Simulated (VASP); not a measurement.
A run of VASP 6.6.1:

Contents of INCAR:

```
SYSTEM = Cu
  PREC = Accurate
  ENCUT = 600
  EDIFF = 1E-6
  ISMEAR = 1
  SIGMA = 0.1
  LREAL = .FALSE.
  LASPH = .TRUE.
  NELM = 80
  ALGO = Normal
  ISIF = 3
  LWAVE = .FALSE.
  LCHARG = .FALSE.
  GGA = PE
  IBRION = 2
  NSW = 40
  EDIFFG = -0.005
```

The input KPOINTS:

```
regular mesh
0
G
  13 13 13
  0 0 0
```

The input POSCAR:

```
Cu
1.0
   -1.4539857600      1.4643106900      1.3739820400
    1.4487133000     -1.4679854000      1.3723068300
    1.4251542200      1.4391538600     -1.3778349000
Cu
1
Direct
    0.0000000000      0.0000000000      0.0000000000
```

Potentials or basis: VASP PAW PBE potentials, release 64 (Cu).

Command:

```bash
$ cat potpaw_PBE.64/Cu/POTCAR > POTCAR
$ mpirun -np 1 vasp_std > vasp.out
```

Hardware: 1 thread of AMD EPYC 9R45 (Zen 5) (shared host).

Q: Estimate the wall time of this run.

A: Run time: 15 min on 1 thread of AMD EPYC 9R45 (Zen 5), with other jobs on the host, peak memory 0.29 GiB. Counts: scf iterations 173, k points 1099, ion steps 29.
